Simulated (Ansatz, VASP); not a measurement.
Given: the input of a run of Ansatz 0.2.0 on Si2Mo.

Contents of input.yaml:

```yaml
crystal:
  lattice:
    - [-1.6, 1.6, 3.9305]
    - [1.6, -1.6, 3.9305]
    - [1.6, 1.6, -3.9305]
  atoms:
    - { symbol: Mo, position: [0.0, 0.0, 0.0] }
    - { symbol: Si, position: [0.667, 0.667, 0.0] }
    - { symbol: Si, position: [0.333, 0.333, 0.0] }
kpoints:
  mp_grid: { grid: [8, 8, 8] }
scf:
  occupations: { method: fermi_dirac, width: 0.04 }
hamiltonian:
  xc: pbe
  pseudopotentials: { kind: all_electron, lapw: { basis_error: 0.003 } }
output:
  forces: true
  stress: true
  eigenvalues: true
```

Potentials or basis: all-electron LAPW, scalar-relativistic.

Launch:

```console
$ ansatz run input.yaml --threads 2 --pin off --max-ram 5120MiB --backend cpu --events-out ev --progress --plain --runs-dir out
```

Q: Set up the same calculation for VASP 6.6.1. Potentials there: VASP PAW PBE potentials, release 64 (Mo_sv, Si).

A: As run (the cutoff follows the program's own potentials):

File INCAR:

```
PREC = Accurate
ENCUT = 520
EDIFF = 1E-7
ISMEAR = -1
SIGMA = 0.04
LREAL = False
LASPH = True
NELM = 100
ALGO = Fast
ISIF = 2
LWAVE = False
LCHARG = False
GGA = PE
NBANDS = 18
```

The input KPOINTS:

```
regular mesh
0
Gamma
  8 8 8
```

POSCAR

```
Si2Mo
1.0
   -1.6000000000      1.6000000000      3.9305000000
    1.6000000000     -1.6000000000      3.9305000000
    1.6000000000      1.6000000000     -3.9305000000
Mo Si
1 2
Direct
    0.0000000000      0.0000000000      0.0000000000
    0.6670000000      0.6670000000      0.0000000000
    0.3330000000      0.3330000000      0.0000000000
```

Potentials or basis: VASP PAW PBE potentials, release 64 (Mo_sv, Si).

Launch:

```bash
$ cat potpaw_PBE.64/Mo_sv/POTCAR potpaw_PBE.64/Si/POTCAR > POTCAR
$ mpirun -np 1 vasp_std > vasp.out
```

Both were run:

|  | VASP | Ansatz | Ansatz less VASP |
| --- | --- | --- | --- |
| gap on the k mesh at the Fermi level (eV) | none | none | - |
| pressure (GPa) | 2.4 | 2.3 | -0.12 |
| largest component of the traceless stress (GPa) | 1.04 | 1.03 | -0.015 |
| rms of the force components (eV/Å) | 0.147 | 0.149 | +0.0021 |

Atom by atom the forces differ by 0.002 eV/Å (rms over components). A gap of «none» marks a metal or a gap that the smearing closes. Ansatz ran all-electron here, so the differences hold the error of VASP's frozen core and of both bases.

Caveats: the k mesh is thin for a metal, which can move the energy by tens of meV per atom (Ansatz).
